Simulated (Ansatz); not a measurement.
# Ta2NOS MXene monolayer in a perpendicular field

Wanted: the out-of-plane response of the Ta2NOS MXene monolayer. A positive field points along +c.

Program: Ansatz 0.2.0. Level of theory: plane-wave DFT, PBE-D3(BJ), Ansatz PAW (set soft_1); PAW set soft_1. Results are calculated unless marked as measured.

## 1. The structure

The cell holds 5 atoms: 1 S, 2 Ta, 1 N and 1 O. Cell: a = 3.155 Å, b = 3.155 Å, c = 42.033 Å, α = 90.0°, β = 90.0°, γ = 120.0°. Vacuum lies along c.

## 2. Relaxing the slab

The starting cell is a guess, so the in-plane lattice and the atoms are relaxed first, with the slab cut off from its images along the normal.

Contents of input.yaml:

```yaml
crystal:
  lattice:
    - [3.15458, 0.0, 0.0]
    - [-1.57729, 2.7319464183, 0.0]
    - [0.0, 0.0, 42.0329259406]
  atoms:
    - { symbol: S, position: [0.3333333333, 0.6666666667, 0.434183431] }
    - { symbol: Ta, position: [0.6666666667, 0.3333333333, 0.4776581188], spin: 1.0 }
    - { symbol: "N", position: [0.0, 0.0, 0.5072709328] }
    - { symbol: Ta, position: [0.3333333333, 0.6666666667, 0.536883747], spin: 1.0 }
    - { symbol: O, position: [0.6666666667, 0.3333333333, 0.565816569] }
  periodic: [true, true, false]
magnetization:
  spin_polarized: true
kpoints:
  mp_grid: { grid: [12, 12, 1] }
hamiltonian:
  xc: pbe
  dispersion: d3bj
  pseudopotentials: { kind: paw, azcp: { folder: soft_1 } }
scf:
  occupations: { method: fermi_dirac, width: 0.05 }
  convergence: { dr2_threshold: 1.0e-09 }
relax:
  f_tol: 0.004
  max_steps: 90
  cell: {}
output:
  write_potential: true
  write_density: true
  volumetric_format: npy
```

Command:

```sh
ansatz run input.yaml --threads 2 --pin off --max-ram 3072MiB --backend cpu --events-out ev --progress --plain --runs-dir out
```

Numbers of over 12 decimals in the logs are rounded to 6 here.

The log of the run:

```text
Warning: relax.cell: scf.convergence.dr2_threshold = 1e-9 eV is looser than the 2.07235169745e-10 eV advised for a relaxation that steers and ends on the stress (1e-10 eV for each atom of the cell: 5, times the square of relax.cell.stress_2d_tol = 0.05 N/m over 15.5 Å (the atoms' height at the walk's start and 5 Å past either face), 3.219e-2 GPa, over a crystal's default 0.05). What an SCF threshold leaves in a stress goes as its square root, and in the free energy as the threshold itself, and one threshold admits the most on a small cell: [figures from the program's tests cut] Set scf.convergence.dr2_threshold to 2.07235169745e-10 eV or tighter. [rest of the remark cut]
Engine: ansatz 0.2.0, aarch64-unknown-linux-gnu
Pseudopotentials: kind: paw
Pseudopotential: S, paw, valence charge 6, recommended cutoff 420 eV (normal), soft_1/S.paw.azcp
Pseudopotential: Ta, paw, valence charge 13, recommended cutoff 420 eV (normal), soft_1/Ta.paw.azcp
Pseudopotential: N, paw, valence charge 5, recommended cutoff 420 eV (normal), soft_1/N.paw.azcp
Pseudopotential: O, paw, valence charge 6, recommended cutoff 420 eV (normal), soft_1/O.paw.azcp
Functional definition: PBE
  parameter kappa = 0.804
  parameter beta = 0.066725
  exchange = pbe_x(kappa = kappa, mu = beta*pi^2/3)
  correlation = pbe_c(beta = beta)
Crystal: 5 atoms, lattice volume = 362.246 Å³
Basis set: ecut = 420 eV, 6993 PW (Γ), exchange–correlation on 48×48×576 points (8 copies of the dense FFT grid, shifted against one another)
Bands: 28, of which v1, the nominal top of the filled ones, is band 22 counted from 1 (21 counted from 0)
Symmetry: 6 space group operations
Space group: P3m1 (ITA 156), of the structure as read, at distance tolerance 7.1e-5 Å
Magnetic group: BNS 156.49 (UNI 1279), of the structure as read, at distance tolerance 7.1e-5 Å
k-points: 19 of 144 (time reversal used)
Non-local potential: S, projectors of the file, l = 0: 2, l = 1: 2, l = 2: 1
Non-local potential: Ta, projectors of the file, l = 0: 3, l = 1: 2, l = 2: 2, l = 3: 1
Non-local potential: N, projectors of the file, l = 0: 2, l = 1: 2, l = 2: 1
Non-local potential: O, projectors of the file, l = 0: 2, l = 1: 2, l = 2: 1
PAW form: soft (Blöchl's): semilocal exchange-correlation on the pseudo side does not see the compensation charge
PAW one-centre angular grid: S, 110 points (default); XC on 64 Gauss nodes
PAW one-centre angular grid: Ta, 590 points (default); XC on 64 Gauss nodes
PAW one-centre angular grid: N, 110 points (default); XC on 64 Gauss nodes
PAW one-centre angular grid: O, 110 points (default); XC on 64 Gauss nodes
Initial density: superposition of atomic densities (neutral atoms: chi_scale 0, normalization atom)
Starting moments: Σ|m| = 2 μB on 2 of 5 sites
Initial wavefunctions: pseudopotential atomic-orbital guess
Functional: x = pbe(κ = 0.804, μ = 0.219515), c = pbe(β = 0.066725)
SCF iter   1: F=—  HF=-21728.317225 eV  |F-HF|=—  |Δ(HF+E_count)|=         —  Δρ=2.93e-2 (↑2.93e-2 ↓2.66e-2)  dr2=1.36e1  dr2_m=1.42e-1  M=0.633 μB ∫|m|=0.806 μB  β_m=0.30  ethr=3.10e-3  ⟨swp⟩=15.7  Hψ=8660  notcnv=0
Mixer restart at iter 1: flushing history
preconditioner: auto → LDOS  [metal: Δε(μ)=0.047 eV  Ē_g=10.644 eV  σ=0.050 eV  W_gap=0.22  n_scr=24 (ndim 8)  ℏωp=10.1 eV  f_vac=0.783  D(μ)=2.27/eV (n_scr^D=14)]
spin=Collinear: LDOS preconditioning applied to the charge; magnetization (m = ρ↑ − ρ↓) channel mixes plain (no charge-response kernel on spin).
SCF iter   2: F=—  HF=-21726.262165 eV  |F-HF|=—  |Δ(HF+E_count)|=    2.06e0  Δρ=1.79e-2 (↑1.79e-2 ↓1.55e-2)  dr2=5.05e0  dr2_m=9.38e-2  M=0.447 μB ∫|m|=0.647 μB  β_m=0.52  ethr=3.10e-3  ⟨swp⟩=3.1  Hψ=2507  notcnv=0  defer=27
SCF iter   3: F=—  HF=-21725.338403 eV  |F-HF|=—  |Δ(HF+E_count)|=   9.24e-1  Δρ=4.02e-3 (↑4.02e-3 ↓3.50e-3)  dr2=1.16e-1  dr2_m=1.34e-2  M=0.185 μB ∫|m|=0.326 μB  β_m=0.62  ethr=3.10e-3  ⟨swp⟩=4.4  Hψ=2796  notcnv=0  defer=27
SCF iter   4: F=—  HF=-21725.405652 eV  |F-HF|=—  |Δ(HF+E_count)|=         —  Δρ=2.10e-3 (↑2.10e-3 ↓1.70e-3)  dr2=1.12e-2  dr2_m=8.26e-3  M=0.038 μB ∫|m|=0.111 μB  β_m=0.62  ethr=2.71e-4  ⟨swp⟩=3.8  Hψ=2639  notcnv=0  defer=22
SCF iter   5: F=—  HF=-21725.409067 eV  |F-HF|=—  |Δ(HF+E_count)|=   3.42e-3  Δρ=7.70e-4 (↑7.70e-4 ↓6.46e-4)  dr2=6.93e-4  dr2_m=1.51e-3  M=0.016 μB ∫|m|=0.054 μB  β_m=0.75  ethr=2.62e-5  ⟨swp⟩=3.5  Hψ=2424  notcnv=0  defer=22
SCF iter   6: F=—  HF=-21725.410120 eV  |F-HF|=—  |Δ(HF+E_count)|=   1.05e-3  Δρ=2.07e-4 (↑1.70e-4 ↓2.07e-4)  dr2=7.24e-5  dr2_m=1.05e-4  M=0.003 μB ∫|m|=0.016 μB  β_m=0.84  ethr=1.61e-6  ⟨swp⟩=3.7  Hψ=2642  notcnv=0  defer=22
SCF iter   7: F=—  HF=-21725.410205 eV  |F-HF|=—  |Δ(HF+E_count)|=   8.52e-5  Δρ=5.85e-5 (↑4.84e-5 ↓5.85e-5)  dr2=4.52e-5  dr2_m=5.55e-6  M=0.000 μB ∫|m|=0.003 μB  β_m=0.78  ethr=1.68e-7  ⟨swp⟩=3.8  Hψ=2686  notcnv=0  defer=22
SCF iter   8: F=—  HF=-21725.410199 eV  |F-HF|=—  |Δ(HF+E_count)|=   6.01e-6  Δρ=2.06e-5 (↑2.06e-5 ↓1.44e-5)  dr2=3.48e-6  dr2_m=8.02e-7  M=-0.000 μB ∫|m|=0.001 μB  β_m=0.81  ethr=1.05e-7  ⟨swp⟩=3.5  Hψ=2116  notcnv=0  defer=22
SCF iter   9: F=—  HF=-21725.410200 eV  |F-HF|=—  |Δ(HF+E_count)|=   1.28e-6  Δρ=5.94e-6 (↑5.54e-6 ↓5.94e-6)  dr2=2.03e-7  dr2_m=5.31e-8  M=-0.000 μB ∫|m|=0.000 μB  β_m=0.79  ethr=8.09e-9  ⟨swp⟩=3.3  Hψ=2224  notcnv=0  defer=22
SCF iter  10: F=—  HF=-21725.410200 eV  |F-HF|=—  |Δ(HF+E_count)|=   8.51e-8  Δρ=1.52e-6 (↑1.43e-6 ↓1.52e-6)  dr2=1.18e-8  dr2_m=4.56e-9  M=-0.000 μB ∫|m|=0.000 μB  β_m=0.81  ethr=4.73e-10  ⟨swp⟩=3.4  Hψ=2462  notcnv=0  defer=22
SCF iter  11: F=—  HF=-21725.410200 eV  |F-HF|=—  |Δ(HF+E_count)|=   6.53e-8  Δρ=4.55e-7 (↑4.55e-7 ↓4.45e-7)  dr2=1.38e-9  dr2_m=3.72e-10  M=-0.000 μB ∫|m|=0.000 μB  β_m=0.81  ethr=2.75e-11  ⟨swp⟩=3.5  Hψ=2537  notcnv=0  defer=22
SCF iter  12: F=-21725.410200 eV  HF=-21725.410200 eV  |F-HF|=5.53e-10  |Δ(HF+E_count)|=   1.53e-8  Δρ=1.35e-7 (↑1.35e-7 ↓1.26e-7)  dr2=3.04e-10  dr2_m=3.71e-11  M=-0.000 μB ∫|m|=0.000 μB  ethr=2.33e-12  ⟨swp⟩=9.9  Hψ=9495  notcnv=0
WARN: the starting moments were not kept: the SCF closed with an absolute magnetisation of 8.8e-6 μB, where they sum to 2 μB in size (2 sites). That is at most 0.1 of that sum. Measured as dr2_m measures the in/out step, that magnetisation stands 7.9e-12 eV from none, at or under the dr2_threshold of 1.0e-9 eV: it is no larger than a step whose dr2_m would equal this threshold. The system may hold no moment; this SCF [...]
SCF 1 converged in 12 iterations: F = -21725.410200 eV  dr2 = 3.04e-10
[...]
relax step   7: F+E_penalty+E_count = -21726.00130185 eV  Δ(F+E_penalty+E_count) = -4.902e-5 eV  max|allowed force component| = 6.640e-4 eV/Å  Δτ_max = 0.0012 Å  P = +0.005 N/m  Ω = 370.445 Å³  energy of the carried Pulay correction = -2.029e-3 eV  fix = [c, alpha, beta]  reactions: c +0.000 N/m  (6 SCF iters, accepted)
[...]
relax step   8: F+E_penalty+E_count = -21726.00359718 eV  Δ(F+E_penalty+E_count) = -2.295e-3 eV  max|allowed force component| = 8.377e-4 eV/Å  Δτ_max = 0.0000 Å  P = +0.057 N/m  Ω = 370.445 Å³  fix = [c, alpha, beta]  reactions: c +0.000 N/m  stress off target by 5.73e-2 N/m on what of the cell is left free  SCF on the basis re-selected at this cell (its energy is not comparable with the rows above)  (5 SCF iters)
[...]
relax step   9: F+E_penalty+E_count = -21726.00356472 eV  Δ(F+E_penalty+E_count) = +3.246e-5 eV  max|allowed force component| = 1.604e-3 eV/Å  Δτ_max = 0.0005 Å  P = -0.013 N/m  Ω = 370.598 Å³  energy of the carried Pulay correction = -3.787e-5 eV  fix = [c, alpha, beta]  reactions: c -0.000 N/m  (5 SCF iters, accepted)
iter 1 solved again at ethr=5.05e-7 eV; its pass at ethr=3.10e-3 eV (dr2=2.17e-4 eV) is discarded
SCF iter   1: F=—  HF=-21726.003514 eV  |F-HF|=—  |Δ(HF+E_count)|=         —  Δρ=3.48e-6 (↑3.47e-6 ↓3.48e-6)  dr2=1.28e-8  dr2_m=3.89e-11  M=-0.000 μB ∫|m|=0.000 μB  β_m=0.65  ethr=5.05e-7  ⟨swp⟩=6.8  Hψ=15058  notcnv=0
eigensolver tolerance schedule: the retry pair's looser diagonalisation over-reported the residual by 17034.91 of it (diagonalisation noise at an unbounded share of the residual, at the tolerance the schedule requests for it); recorded, not acted on — ethr = c·dr2/N_el stays at c = 1.0e-1
preconditioner: auto → LDOS  [metal: Δε(μ)=0.101 eV  Ē_g=9.983 eV  σ=0.050 eV  W_gap=0.45  n_scr=22 (ndim 8)  ℏωp=10.0 eV  f_vac=0.800  D(μ)=1.27/eV (n_scr^D=10)]
spin=Collinear: LDOS preconditioning applied to the charge; magnetization (m = ρ↑ − ρ↓) channel mixes plain (no charge-response kernel on spin).
SCF iter   2: F=—  HF=-21726.003580 eV  |F-HF|=—  |Δ(HF+E_count)|=   6.58e-5  Δρ=1.34e-6 (↑1.34e-6 ↓1.34e-6)  dr2=1.09e-8  dr2_m=1.07e-11  M=-0.000 μB ∫|m|=0.000 μB  β_m=0.37  ethr=2.97e-11  ⟨swp⟩=7.2  Hψ=5125  notcnv=0
SCF iter   3: F=—  HF=-21726.003577 eV  |F-HF|=—  |Δ(HF+E_count)|=   2.98e-6  Δρ=1.34e-6 (↑1.33e-6 ↓1.34e-6)  dr2=2.19e-9  dr2_m=1.06e-11  M=-0.000 μB ∫|m|=0.000 μB  β_m=0.69  ethr=2.54e-11  ⟨swp⟩=3.4  Hψ=1732  notcnv=0
SCF iter   4: F=—  HF=-21726.003598 eV  |F-HF|=—  |Δ(HF+E_count)|=   2.15e-5  Δρ=3.50e-7 (↑3.50e-7 ↓3.46e-7)  dr2=3.43e-10  dr2_m=1.95e-12  M=-0.000 μB ∫|m|=0.000 μB  β_m=0.66  ethr=5.10e-12  ⟨swp⟩=4.3  Hψ=2779  notcnv=0
SCF iter   5: F=-21726.003602 eV  HF=-21726.003601 eV  |F-HF|=3.07e-7  |Δ(HF+E_count)|=   3.42e-6  Δρ=1.02e-7 (↑1.01e-7 ↓1.02e-7)  dr2=4.30e-10  dr2_m=3.47e-13  M=-0.000 μB ∫|m|=0.000 μB  ethr=1.00e-12  ⟨swp⟩=14.4  Hψ=9687  notcnv=0
the starting moments were not kept: the SCF closed with an absolute magnetisation of 9.0e-7 μB, where they sum to 2 μB in size (2 sites). That is at most 0.1 of that sum. Measured as dr2_m measures the in/out step, that magnetisation stands 8.7e-14 eV from none, at or under the dr2_threshold of 1.0e-9 eV: it is no larger than a step whose dr2_m would equal this threshold.
SCF 10 converged in 5 iterations: F = -21726.003602 eV  dr2 = 4.30e-10
relax step  10: F+E_penalty+E_count = -21726.00360174 eV  Δ(F+E_penalty+E_count) = -3.702e-5 eV  max|allowed force component| = 1.598e-3 eV/Å  Δτ_max = 0.0000 Å  P = -0.012 N/m  Ω = 370.598 Å³  fix = [c, alpha, beta]  reactions: c -0.000 N/m  stress off target by 1.25e-2 N/m on what of the cell is left free  SCF on the basis re-selected at this cell (its energy is not comparable with the rows above)  (5 SCF iters)
basis re-selected at this cell: Δ(F+E_penalty+E_count) = -3.702e-5 eV, ΔP = +0.000 N/m vs the last step (what re-selecting the basis moved, of the pressure what is left beyond the Pulay correction that the steps carried, after the strain that the cell walked since its last selection, with what the two solves' SCF thresholds leave and, on support functions, any second-order correction that the steps lacked; it is no m [...]
WARN: The input density's exchange-correlation potential varies sharply where the density is thin. Do not read a vacuum level from v_tot or v_xc, or from such a field of the output density. On a cell that repeats whose density bears no net charge and no dipole along the vacuum's axis use v_es (v_loc + v_h of the components); under efield.dipole_correction with no amplitude use v_es + v_field, which holds any external [...]
SCF converged after 5 iterations
Magnetization: -0.0000 μB (21.5000 up, 21.5000 down)
Absolute magnetization: 0.0000 μB (∫|ρ↑−ρ↓|, with the PAW one-centre terms)
Spin contamination: 0.0000 ħ² per cell (⟨S²⟩ above its minimum at these occupations)
Per-site moments (μB) at R_I (Å): [(8.443952869845153e-8, 1.012356), (-1.0648880632274114e-7, 0.915881), (1.3677032203335793e-7, 0.887291), (-9.156220271199679e-8, 0.874556), (1.038020409119633e-7, 0.874556)]
Free energy (F): -21726.003602 eV
Harris-Foulkes:  -21726.003601 eV  (|F-HF|=3.07e-7)
Internal energy: -21725.993292 eV  (E = F + TS)
E sigma→0 (E₀):  -21725.998447 eV
Entropy (-TS):   -0.010309 eV (-2.062 meV/atom)
Fermi energy:    -5.013867 eV
--- Per-component energies (eV) ---
  E_band       = -1127.354198
  E_kinetic    = 1191.139598
  E_local      = -164357.570330  (includes V_loc(G=0)·N_el)
  E_nonlocal   = 100.567014
  E_hartree    = 81468.009693
  E_xc         = -863.646868
  E_vxc        = -718.398133  (∫ρ·V_xc dr)
  E_paw        = -17508.609840  (= ΣΔE_a)
  E_vpaw       = -279.115230  (= ΣTr[D̂ρ^β])
  E_aug_tail   = 0.001752  (compensation charges beyond the density's cutoff)
  E_ewald      = 78245.580011
  E_disp       = -1.464322  (pairwise vdW)
  E_smearing   = -0.010309  (= −TS)
  E_closure    = 0.000000  (closes the sum)
  Σ components = -21726.003602   (vs F -21726.003602, Δ=0.00e0)
--- Forces (eV/Å), atoms counted from 1 ---
  atom   1  S      0.00000000     0.00000000    -0.00024334
  atom   2  Ta    -0.00000000    -0.00000000     0.00124008
  atom   3  N      0.00000000    -0.00000000     0.00000050
  atom   4  Ta     0.00000000    -0.00000000     0.00060142
  atom   5  O      0.00000000    -0.00000000    -0.00159820
  max |Σ_I F_I| component: 4.50e-7 eV/Å
--- 2D stress c σ (N/m, compression-positive) ---
       -0.012468      -0.000000       0.000000
       -0.000000      -0.012468      -0.000000
        0.000000      -0.000000      -0.000000
  P = ½ c Tr σ = -0.0125 N/m
--- Band table (eV; the first three rows and the last of 38) ---
  k-point 0 ↑: bands = [... 18 lower, -6.7263, -6.7263, -6.2116, -6.2116, -5.6899, -4.1019, -3.6391, -3.6391, ... 2 higher]
  k-point 1 ↑: bands = [... 18 lower, -7.2700, -7.0278, -6.2257, -5.7932, -5.4252, -4.0244, -3.5510, -3.4773, ... 2 higher]
  k-point 2 ↑: bands = [... 18 lower, -7.7664, -7.2798, -6.6776, -5.2563, -4.9463, -3.8815, -3.1855, -3.0664, ... 2 higher]
  k-point 18 ↓: bands = [... 18 lower, -9.4742, -8.9342, -5.4914, -4.7670, -4.5090, -2.8216, -2.4673, -2.1230, ... 2 higher]
  the weakly bound empty levels are not read free of the cell's end (no_gap_told)
--- Relaxed structure (8 steps of the walk, 8 accepted, 2 SCFs on fresh bases) ---
  F+E_penalty+E_count = -21726.00360174 eV   max|allowed force component| = 1.598e-3 eV/Å   (the final SCF, on the basis selected at the relaxed cell)
  cell:  # Å, volume = 370.5984 Å³
    - [3.190742, 0, 0]
    - [-1.595371, 2.763263, 0]
    - [0, 0, 42.0329259406]
  atoms:
    - { symbol: S, position: [0.333333, 0.666667, 0.440246] }
    - { symbol: Ta, position: [0.666667, 0.333333, 0.478824] }
    - { symbol: N, position: [2.9628988738915436e-19, 5.925797747785087e-19, 0.508312] }
    - { symbol: Ta, position: [0.333333, 0.666667, 0.534732] }
    - { symbol: O, position: [0.666667, 0.333333, 0.559699] }
```

Run time: 3.9 min. Hardware: 2 threads of Arm Neoverse V1, shared host; peak memory 0.77 GiB; 7.7 min of CPU time.

Step by step:

```
step  energy less that of the first step (eV)  largest force component (eV/Å)  volume (Å³)
   1                                   0.0000                          2.5021       362.25
   2                                  -0.5193                          0.7114       362.03
   3                                  -0.5174                          1.3534       376.48
   4                                  -0.5900                          0.1634       370.31
   5                                  -0.5910                          0.0391       370.20
   6                                  -0.5911                          0.0282       370.55
   7                                  -0.5911                          0.0007       370.44
  8*                                  -0.5934                          0.0008       370.44
   9                                  -0.5934                          0.0016       370.60
 10*                                  -0.5934                          0.0016       370.60
```

Relaxation steps marked * repeat the geometry before them on a plane-wave basis chosen anew for their cell, so energy and pressure can jump there.

The run keeps the 6 symmetry operations that it works with, so distortions that break them were not tested.

```
cell as run  before  after  change
      a (Å)   3.155  3.191  +1.1 %
      b (Å)   3.155  3.191  +1.1 %
```

The atoms that moved most (Å, along periodic axes as changes of fractional coordinates times the final cell, across vacuum about the mean position):

```
atom     dx     dy      dz  length
  O5  0.000  0.000  -0.257   0.257
  S1  0.000  0.000   0.255   0.255
 Ta4  0.000  0.000  -0.090   0.090
 Ta2  0.000  0.000   0.049   0.049
  N3  0.000  0.000   0.044   0.044
```

The relaxed structure:

```cif
data_structure
_symmetry_space_group_name_H-M 'P 1'
_symmetry_Int_Tables_number 1
_cell_length_a 3.1907
_cell_length_b 3.1907
_cell_length_c 42.0329
_cell_angle_alpha 90.000
_cell_angle_beta 90.000
_cell_angle_gamma 120.000
_cell_volume 370.60
loop_
_atom_site_label
_atom_site_type_symbol
_atom_site_fract_x
_atom_site_fract_y
_atom_site_fract_z
_atom_site_occupancy
S1 S 0.33333 0.66667 0.44025 1
Ta2 Ta 0.66667 0.33333 0.47882 1
N3 N 0.00000 0.00000 0.50831 1
Ta4 Ta 0.33333 0.66667 0.53473 1
O5 O 0.66667 0.33333 0.55970 1
```

Numbers from this step:

```
energy at zero smearing : -21725.9984 eV
```

The lattice constant a goes from 3.155 to 3.191 Å.

(Part 1 of 2 ends here.)

[Logs are printed without paths, hosts, clocks, repeated set-up lines and the standing remarks that a program may print on its own settings, such as how far it seeks lower states.]

[Hosts, paths, dates, database ids (printed as entryN), source tags and the programs' standing remarks are cut or masked in the printed files.]

[Maps of the electrostatic potential energy from Ansatz leave out the sawtooth potential of an applied field or a dipole correction, so their vacuum need not be flat; planar profiles and work functions include it.]
